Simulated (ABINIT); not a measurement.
Here is an ABINIT 10.8.3 (patched build) calculation.

run.abi

```
# Pseudopotentials
pp_dirpath "./"
pseudos "Sn.GGA_PBE-JTH.xml, Mn.GGA_PBE-JTH.xml"

# Structure
structure "poscar:POSCAR"
natom 4

# Plane-wave basis
ecut 26.0
pawecutdg 48.0
pawxcdev 0

# k points
kptopt 1
ngkpt 8 8 8
nshiftk 1
shiftk 0.0 0.0 0.0

# Exchange and correlation
ixc 11

# Bands and occupations
nband 39
occopt 3
tsmear 0.05 eV

# Spin
nsppol 2
spinat
     0.0000000000     0.0000000000     0.0000000000
     0.0000000000     0.0000000000     4.0000000000
     0.0000000000     0.0000000000     4.0000000000
     0.0000000000     0.0000000000     4.0000000000

# SCF cycle
nstep 100
tolvrs 1.0e-9

# Output
iomode 3
prtwf 0
prtden 0
prteig 0
prtebands 0
```

POSCAR

```
Mn3Sn
1.0
    0.0000000000      3.0604960000      3.0604960000
    3.0604960000      0.0000000000      3.0604960000
    3.0604960000      3.0604960000      0.0000000000
Sn Mn
1 3
Direct
    0.0000000000      0.0000000000      0.0000000000  Sn
    0.5000000000      0.5000000000      0.5000000000  Mn
    0.2500000000      0.2500000000      0.2500000000  Mn
    0.7500000000      0.7500000000      0.7500000000  Mn
```

Potentials or basis: JTH PAW PBE v2.0.

Run with:

```sh
$ abinit run.abi > log 2>&1
```

(1) What does it give for the site moments?

(2) Predict the net moment.

(3) Predict the pressure.

(4) Estimate the band gap on the k mesh.

Results:

(1) Sn -0.06; Mn +1.81, +1.42 μB.

(2) 4.66 μB per cell.

(3) -8.7 GPa.

(4) none (metal or under the smearing width).
